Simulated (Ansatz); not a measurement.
# MoS2 (R-3m) in Ansatz: further runs

One crystal, MoS2, is run at these levels: LDA, PBEsol, r2SCAN; tasks: projected density of states.

Program: Ansatz 0.2.0. These are calculated values, not measurements. Logs are shortened: lines on timing, memory, paths and dates and some standing lists are left out, and cuts for length are marked.

**1. The crystal as given**

Symmetry: R-3m, No. 166, trigonal system. Conventional cell: a = 3.171 Å, b = 3.171 Å, c = 18.345 Å, α = 90.00°, β = 90.00°, γ = 120.00°. Mo (site symmetry -3m) has 6 S at 2.39 Å as nearest neighbours. S (site symmetry 3m) is surrounded by 3 Mo at 2.39 Å.

Measurements of this composition are mostly on another form, of space group No. 194.

**2. Projected density of states, LDA**

The input, input.yaml:

```yaml
crystal:
  lattice:
    - [1.5855, 0.9153888518, 6.1149966667]
    - [-1.5855, 0.9153888518, 6.1149966667]
    - [0.0, -1.8307777036, 6.1149966667]
  atoms:
    - { symbol: Mo, position: [0.0, 0.0, 0.0] }
    - { symbol: S, position: [0.25, 0.25, 0.25] }
    - { symbol: S, position: [0.75, 0.75, 0.75] }
hamiltonian:
  xc: lda
  pseudopotentials: { kind: paw }
kpoints:
  mp_grid: { grid: [6, 6, 6] }
scf:
  occupations: { method: fermi_dirac, width: 0.05 }
  n_extra_bands: 7
output:
  forces: true
  stress: true
  eigenvalues: true
  dos: { projected: true, de: 0.05, nscf_kmesh: { grid: [9, 9, 9] } }
```

Potentials or basis: Ansatz PAW.

On the command line:

```sh
ansatz run input.yaml --threads 2 --pin off --max-ram 5632MiB --backend cpu --events-out ev --progress --plain --runs-dir out
```

The log of the run:

```text
Warning: RAYON_NUM_THREADS=2 ignored (pool sized by the plan → 2); use --threads N
basis.fft_grid_basis auto: the FFT boxes are laid along the combinations [[1, 0, -1], [0, 1, -1], [0, 0, 1]] of the cell's own vectors, 3.171, 3.171 and 6.383 Å long. The dense box has 24×24×45 points. Along the cell's own vectors, as sized, it would have 45×45×45, 3.52 times as many. Of the 12 symmetry operations that the crystal satisfies within crystal.symmetry.tolerance (time reversal apart; of a slab, those that keep its plane) the dense box along the cell's own vectors carries 12, and the one as laid loses 8 of those. basis.fft_grid_basis: typed keeps the cell's own vectors: state it where this run's energies or levels are differenced outside the engine with another run's, or held beside a run that keeps those vectors.
scf.n_extra_bands = 7 over 13 filled bands (N_el = 26.0): the run solves 20 bands
Engine: ansatz 0.2.0, aarch64-unknown-linux-gnu
Pseudopotentials: kind: paw
Pseudopotential: Mo, paw, valence charge 14, recommended cutoff 420 eV (normal), Mo.paw.azcp
Pseudopotential: S, paw, valence charge 6, recommended cutoff 420 eV (normal), S.paw.azcp
Functional definition: SPW92
  exchange = slater_x
  correlation = pw_c
Crystal: 3 atoms, lattice volume = 53.250 Å³
Basis set: ecut = 420 eV, 1023 PW (Γ), FFT grids on a1−a3, a2−a3, a3
Bands: 20, of which v1, the nominal top of the filled ones, is band 13 counted from 1 (12 counted from 0)
Symmetry: 12 space group operations
Space group: R-3m (ITA 166), of the structure as read, at distance tolerance 3.8e-5 Å
k-points: 32 of 216
Non-local potential: Mo, projectors of the file, l = 0: 3, l = 1: 2, l = 2: 2, l = 3: 1
Non-local potential: S, projectors of the file, l = 0: 2, l = 1: 2, l = 2: 2
PAW form: soft (Blöchl's): semilocal exchange-correlation on the pseudo side does not see the compensation charge
PAW frozen core: Mo, regenerated for the run's functional, and the local potential with it (the file was generated under x = pbe(κ = 0.804, μ = 0.2195149727645171), c = pbe(β = 0.06672455060314922))
PAW frozen core: S, regenerated for the run's functional, and the local potential with it (the file was generated under x = pbe(κ = 0.804, μ = 0.2195149727645171), c = pbe(β = 0.06672455060314922))
PAW one-centre angular grid: Mo, 590 points (default); XC on 64 Gauss nodes
PAW one-centre angular grid: S, 110 points (default); XC on 64 Gauss nodes
Initial density: superposition of atomic densities (neutral atoms: chi_scale 0, normalization atom), corrected by the library's trained network
Initial wavefunctions: pseudopotential atomic-orbital guess
Functional: x = slater, c = lda
SCF iter   1: F=—  HF=-6584.068706 eV  |F-HF|=—  |Δ(HF+E_count)|=         —  Δρ=7.54e-3  dr2=1.76e-2  ethr=1.77e-3  ⟨swp⟩=6.0  Hψ=3580  notcnv=0  defer=1
preconditioner: auto → LDOS  [metal: Δε(μ)=0.068 eV  Ē_g=10.390 eV  σ=0.050 eV  W_gap=0.32  n_scr=16 (ndim 8)  ℏωp=21.6 eV  f_vac=0.014  D(μ)=0.64/eV (n_scr^D=2)  β→1.0]
SCF iter   2: F=—  HF=-6584.068076 eV  |F-HF|=—  |Δ(HF+E_count)|=   6.31e-4  Δρ=3.59e-3  dr2=1.97e-2  ethr=6.76e-5  ⟨swp⟩=2.0  Hψ=1413  notcnv=0  defer=35
SCF iter   3: F=—  HF=-6584.065197 eV  |F-HF|=—  |Δ(HF+E_count)|=   2.88e-3  Δρ=1.52e-3  dr2=4.79e-3  ethr=6.76e-5  ⟨swp⟩=2.1  Hψ=970  notcnv=0  defer=35
SCF iter   4: F=—  HF=-6584.064513 eV  |F-HF|=—  |Δ(HF+E_count)|=   6.84e-4  Δρ=3.01e-4  dr2=8.53e-5  ethr=1.84e-5  ⟨swp⟩=1.9  Hψ=664  notcnv=0  defer=35
SCF iter   5: F=—  HF=-6584.064482 eV  |F-HF|=—  |Δ(HF+E_count)|=   3.11e-5  Δρ=7.27e-5  dr2=5.26e-6  ethr=3.28e-7  ⟨swp⟩=2.2  Hψ=853  notcnv=0  defer=34
SCF iter   6: F=—  HF=-6584.064481 eV  |F-HF|=—  |Δ(HF+E_count)|=   9.10e-7  Δρ=1.01e-5  dr2=1.11e-7  ethr=2.02e-8  ⟨swp⟩=2.2  Hψ=927  notcnv=0  defer=34
SCF iter   7: F=-6584.064481 eV  HF=-6584.064481 eV  |F-HF|=2.77e-10  |Δ(HF+E_count)|=   1.58e-8  Δρ=1.83e-6  dr2=1.05e-9  ethr=3.85e-10  ⟨swp⟩=9.3  Hψ=2854  notcnv=0
SCF 1 converged in 7 iterations: F = -6584.064481 eV  dr2 = 1.05e-9
NSCF: frozen V_eff on 85 k-points
SCF converged after 7 iterations
Free energy (F): -6584.064481 eV
Harris-Foulkes:  -6584.064481 eV  (|F-HF|=2.77e-10)
Internal energy: -6584.058851 eV  (E = F + TS)
E sigma→0 (E₀):  -6584.061666 eV
Entropy (-TS):   -0.005630 eV (-1.877 meV/atom)
Fermi energy:    10.796902 eV
--- Per-component energies (eV) ---
  E_band       = -160.294602
  E_kinetic    = 658.804044
  E_local      = -1986.649286  (includes V_loc(G=0)·N_el)
  E_nonlocal   = 206.585546
  E_hartree    = 762.487172
  E_xc         = -376.225697
  E_vxc        = -405.798057  (∫ρ·V_xc dr)
  E_paw        = -4226.899416  (= ΣΔE_a)
  E_vpaw       = -158.211838  (= ΣTr[D̂ρ^β])
  E_aug_tail   = 0.000025  (compensation charges beyond the density's cutoff)
  E_ewald      = -1622.940449
  E_core_change = 0.779211  (= ΣΔE_core)
  E_smearing   = -0.005630  (= −TS)
  E_closure    = -0.000000  (closes the sum)
  Σ components = -6584.064481   (vs F -6584.064481, Δ=0.00e0)
--- Forces (eV/Å), atoms counted from 1 ---
  atom   1  Mo     0.00000000     0.00000000    -0.00000000
  atom   2  S      0.00000000    -0.00000000    -0.53303295
  atom   3  S     -0.00000000     0.00000000     0.53303295
  max |Σ_I F_I| component: 1.11e-16 eV/Å
--- Stress (GPa, compression-positive) ---
       -1.310536       0.000000       0.000000
        0.000000      -1.310536      -0.000000
        0.000000       0.000000       2.771932
  P = ⅓ Tr σ = 0.0503 GPa (0.503 kbar)
--- Band table (eV; the first three rows and the last of 32) ---
  k-point 0: bands = ["-50.6955", "-24.8344", "-24.7393", "-24.7393", "-4.1786", "-2.5137", "3.8599", "6.7397", "6.7397", "9.2250", "9.6798", "9.8927", "9.8927", "10.7469", "10.7469", "14.3467", "14.3467", "16.9736", "17.4974", "20.3409"]
  k-point 1: bands = ["-50.6854", "-24.8417", "-24.8137", "-24.7625", "-3.7333", "-2.4413", "4.4080", "5.9987", "6.9383", "7.9745", "9.0346", "9.3457", "9.7690", "11.1355", "11.6105", "13.6253", "14.1418", "18.2901", "18.5858", "19.8942"]
  k-point 2: bands = ["-50.6650", "-25.0413", "-24.8087", "-24.7725", "-2.7921", "-2.1280", "4.8659", "5.3258", "6.2514", "6.8330", "8.1999", "9.0535", "9.1795", "11.9022", "12.1393", "14.2473", "14.4366", "17.3266", "18.2882", "19.5733"]
  k-point 31: bands = ["-50.6955", "-24.8345", "-24.7393", "-24.7393", "-3.9196", "-2.9389", "4.8750", "6.7563", "6.7563", "7.0289", "9.9033", "9.9033", "10.6442", "10.6442", "10.9210", "14.4628", "14.4628", "16.8873", "18.8577", "20.4448"]
```

It took 2.6 s on 2 threads of Arm Neoverse V2, shared host; peak memory 0.31 GiB.

What came out:

* Free energy: -6584.0645 eV
* Pressure: 0.1 GPa
* Largest force: 0.533 eV/Å
* Band gap on the k mesh: none (metal or under the smearing width)
* Density of states at the Fermi level: 0.56 states/eV per cell

Forces on the atoms (eV/Å):
```
Mo   0.000  0.000  0.000
S    0.000  0.000 -0.533
S    0.000  0.000  0.533
```

States per cell in windows of 1 eV (zero at the Fermi level; states under -8 eV left out):
| from (eV) | total | S 3p | Mo 4d | Mo 5s | S 3s | Mo 4p |
| --- | --- | --- | --- | --- | --- | --- |
| -8.0 | 0.05 | 0.03 | 0.01 | 0.00 | 0.00 | 0.00 |
| -7.0 | 1.51 | 0.90 | 0.48 | 0.06 | 0.03 | 0.01 |
| -6.0 | 2.36 | 1.50 | 0.72 | 0.03 | 0.05 | 0.02 |
| -5.0 | 3.31 | 1.85 | 1.23 | 0.04 | 0.13 | 0.02 |
| -4.0 | 1.97 | 1.24 | 0.58 | 0.01 | 0.10 | 0.01 |
| -3.0 | 2.29 | 1.62 | 0.54 | 0.01 | 0.07 | 0.02 |
| -2.0 | 1.31 | 0.69 | 0.57 | 0.00 | 0.02 | 0.00 |
| -1.0 | 1.18 | 0.48 | 0.65 | 0.01 | 0.01 | 0.00 |
| 0.0 | 2.39 | 0.92 | 1.40 | 0.01 | 0.01 | 0.00 |
| 1.0 | 1.65 | 0.34 | 1.23 | 0.04 | 0.01 | 0.00 |
| 2.0 | 1.46 | 0.58 | 0.67 | 0.00 | 0.06 | 0.00 |
| 3.0 | 1.64 | 0.75 | 0.71 | 0.01 | 0.07 | 0.00 |
| 4.0 | 0.90 | 0.31 | 0.35 | 0.04 | 0.07 | 0.00 |
| 5.0 | 0.36 | 0.02 | 0.02 | 0.06 | 0.01 | 0.00 |
| 6.0 | 1.35 | 0.09 | 0.06 | 0.22 | 0.04 | 0.00 |
| 7.0 | 2.19 | 0.13 | 0.06 | 0.32 | 0.08 | 0.00 |

Caveat: the k mesh is coarse (spacing up to 0.39 Å⁻¹), so the values aren't converged; the cell's inner coordinates are idealised or old, which leaves forces on the atoms; the PAW data sets come from PBE, with cores solved anew for the run's functional, which leaves a small shift of forces and pressure; the density of states is complete only up to the lowest level of the last band computed.

**3. Projected density of states, PBEsol**

input.yaml: that of step 2 with these lines changed.

```diff
@@ -10,3 +10,3 @@
 hamiltonian:
-  xc: lda
+  xc: pbesol
   pseudopotentials: { kind: paw }
@@ -22 +22,5 @@
   dos: { projected: true, de: 0.05, nscf_kmesh: { grid: [9, 9, 9] } }
+  write_density: true
+  write_potential: true
+  elf: true
+  volumetric_format: npy
```

Potentials or basis: Ansatz PAW.

On the command line:

```sh
ansatz run input.yaml --threads 2 --pin off --max-ram 5632MiB --backend cpu --events-out ev --progress --plain --runs-dir out
```

It took 2.8 s on 2 threads of Arm Neoverse V2, shared host; peak memory 0.33 GiB.

The run converged. Its results:

```
Free energy                          : -6669.3477 eV
Pressure                             : 2.8 GPa
Largest force                        : 0.712 eV/Å
Band gap on the k mesh               : none (metal or under the smearing width)
Density of states at the Fermi level : 0.56 states/eV per cell
```

Forces on the atoms (eV/Å):
```
Mo   0.000  0.000  0.000
S    0.000  0.000 -0.712
S    0.000  0.000  0.712
```

Stress tensor (GPa, compression positive):
```
1.33 0.00 0.00
0.00 1.33 0.00
0.00 0.00 5.86
```

Levels at points of the mesh, in eV from the Fermi level:
| k point | band 10 | band 11 | band 12 | band 13 | band 14 | band 15 | band 16 | band 17 |
| --- | --- | --- | --- | --- | --- | --- | --- | --- |
| (0.00, 0.00, 0.00) | -1.59 | -1.11 | -0.90 | -0.90 | -0.06 | -0.06 | 3.56 | 3.56 |
| (0.00, 0.00, -0.50) | -4.20 | -2.69 | -1.79 | -1.43 | 1.18 | 2.10 | 3.57 | 4.29 |
| (0.00, -0.50, -0.50) | -4.12 | -2.71 | -2.10 | -1.64 | 1.19 | 1.89 | 4.02 | 4.78 |
| (-0.50, -0.50, -0.50) | -3.76 | -0.89 | -0.89 | -0.16 | -0.16 | 0.11 | 3.67 | 3.67 |

States per cell in windows of 0.5 eV (zero at the Fermi level; states under -8 eV left out):
```
from (eV)  total  S 3p  Mo 4d  Mo 5s  S 3s  Mo 4p
     -8.0   0.00  0.00   0.00   0.00  0.00   0.00
     -7.5   0.00  0.00   0.00   0.00  0.00   0.00
     -7.0   0.42  0.25   0.13   0.02  0.01   0.00
     -6.5   0.94  0.56   0.30   0.03  0.02   0.00
     -6.0   1.40  0.89   0.43   0.02  0.03   0.01
     -5.5   1.01  0.65   0.30   0.02  0.03   0.01
     -5.0   1.33  0.77   0.46   0.02  0.05   0.01
     -4.5   1.55  0.88   0.57   0.02  0.06   0.01
     -4.0   1.38  0.73   0.55   0.01  0.06   0.01
     -3.5   0.85  0.57   0.22   0.01  0.04   0.01
     -3.0   1.41  1.04   0.27   0.01  0.05   0.01
     -2.5   0.94  0.64   0.25   0.00  0.03   0.01
     -2.0   0.72  0.46   0.23   0.00  0.01   0.00
     -1.5   0.65  0.32   0.31   0.00  0.01   0.00
     -1.0   0.89  0.34   0.51   0.00  0.02   0.00
     -0.5   0.42  0.18   0.22   0.00  0.00   0.00
      0.0   0.69  0.35   0.31   0.00  0.01   0.00
      0.5   1.44  0.52   0.88   0.01  0.01   0.00
      1.0   0.88  0.21   0.65   0.01  0.00   0.00
      1.5   1.07  0.20   0.82   0.03  0.00   0.00
      2.0   0.16  0.06   0.08   0.00  0.01   0.00
      2.5   1.02  0.40   0.47   0.00  0.04   0.00
      3.0   1.06  0.50   0.45   0.00  0.03   0.00
      3.5   0.66  0.30   0.29   0.00  0.03   0.00
      4.0   0.76  0.26   0.32   0.02  0.06   0.00
      4.5   0.35  0.12   0.13   0.02  0.02   0.00
      5.0   0.04  0.00   0.00   0.01  0.00   0.00
      5.5   0.23  0.01   0.01   0.03  0.01   0.00
      6.0   0.42  0.03   0.02   0.07  0.01   0.00
      6.5   0.77  0.05   0.03   0.13  0.02   0.00
      7.0   1.05  0.06   0.03   0.15  0.03   0.00
      7.5   1.15  0.07   0.03   0.17  0.05   0.00
```

Caveat: the k mesh is coarse (spacing up to 0.39 Å⁻¹), so the values aren't converged; the cell's inner coordinates are idealised or old, which leaves forces on the atoms; the PAW data sets come from PBE, with cores solved anew for the run's functional, which leaves a small shift of forces and pressure; the density of states is complete only up to the lowest level of the last band computed.

(Part 1 of 2 ends here.)
